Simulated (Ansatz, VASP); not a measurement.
This is a calculation of W for VASP 6.6.1.

Contents of INCAR:

```
SYSTEM = W
PREC = Accurate
ENCUT = 520
EDIFF = 1E-7
ISMEAR = -1
SIGMA = 0.05
LREAL = .FALSE.
LASPH = .TRUE.
NELM = 60
ALGO = Normal
ISIF = 2
LWAVE = .FALSE.
LCHARG = .FALSE.
GGA = PE
NBANDS = 13
```

The input KPOINTS:

```
regular mesh
0
G
  11 11 11
  0 0 0
```

POSCAR

```
W
1.0
    0.0000000000      2.0300000000      2.0300000000
    2.0300000000      0.0000000000      2.0300000000
    2.0300000000      2.0300000000      0.0000000000
W
1
Direct
    0.0000000000      0.0000000000      0.0000000000
```

Potentials or basis: VASP PAW PBE potentials, release 64 (W_sv).

Launch:

```sh
$ cat potpaw_PBE.64/W_sv/POTCAR > POTCAR
$ mpirun -np 1 vasp_std > vasp.out
```

**Question.** Set up the same calculation for Ansatz 0.2.0. Potentials there: Ansatz PAW.

**Answer.** As run (the cutoff follows the program's own potentials):

input.yaml

```yaml
crystal:
  lattice:
    - [0.0, 2.03, 2.03]
    - [2.03, 0.0, 2.03]
    - [2.03, 2.03, 0.0]
  atoms:
    - { symbol: W, position: [0.0, 0.0, 0.0] }
hamiltonian:
  xc: pbe
  pseudopotentials: { kind: paw }
kpoints:
  mp_grid: { grid: [11, 11, 11] }
scf:
  occupations: { method: fermi_dirac, width: 0.05 }
output:
  forces: true
  stress: true
  eigenvalues: true
```

Potentials or basis: Ansatz PAW.

Launch:

```bash
$ ansatz run input.yaml --threads 1 --pin off --max-ram 3584MiB --backend cpu --events-out ev --progress --plain --runs-dir out
```

Both were run:

|  | VASP | Ansatz | Ansatz less VASP |
| --- | --- | --- | --- |
| gap on the k mesh at the Fermi level (eV) | none | none | - |
| pressure (GPa) | -4.4 | -4.8 | -0.40 |

A gap of «none» marks a metal or a gap that the smearing closes. With one functional, cell and mesh, what is left measures potentials, basis and numerics.

The runs have no spin-orbit coupling, so splittings on W are missing.
